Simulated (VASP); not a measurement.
Pb:

```xyz
1
Lattice="0.0000 2.4750 2.4750 2.4750 0.0000 2.4750 2.4750 2.4750 0.0000" Properties=species:S:1:pos:R:3 pbc="T T T"
Pb    0.0000    0.0000    0.0000
```

```yaml
Program: VASP 6.6.1
Task: relaxation of cell and atoms
Functional: PBEsol
Dispersion: D3(BJ)
Potentials_or_basis: VASP PAW PBE potentials, release 64 (Pb_d)
Cutoff: 600 eV
k_mesh: 9 × 9 × 9
Occupations: fermi-dirac, width 0.05 eV
Spin: no spin polarisation
```

At the start: pressure -3.1 GPa; volume 30.32 Å³/atom.

Q: How do energy, volume and symmetry change on relaxing?

A: Over 3 steps the energy falls by 18.4 meV/atom and the volume is 28.50 Å³/atom (-6.0 %); space group Fm-3m (No. 225, to 0.05 Å).

The path:
| step | energy change (eV) | largest force (eV/Å) | pressure (GPa) | volume (Å³) |
| --- | --- | --- | --- | --- |
| 1 | 0.0000 | 0.0000 | -3.07 | 30.32 |
| 2 | -0.0156 | 0.0000 | 1.41 | 27.85 |
| 3 | -0.0184 | 0.0000 | -0.01 | 28.50 |

Final structure:
```xyz
1
Lattice="0.0000 2.4245 2.4245 2.4245 0.0000 2.4245 2.4245 2.4245 0.0000" Properties=species:S:1:pos:R:3 pbc="T T T"
Pb    0.0000    0.0000    0.0000
```

The cell as given is a measured one (30.32 Å³/atom); PBEsol+D3(BJ) puts the equilibrium volume -6.0 % from it, thermal expansion not counted.

Caveat: the PAW data sets were made with another functional, which shifts forces and pressure a little; pairwise dispersion overbinds metals, which lowers pressure and volume.
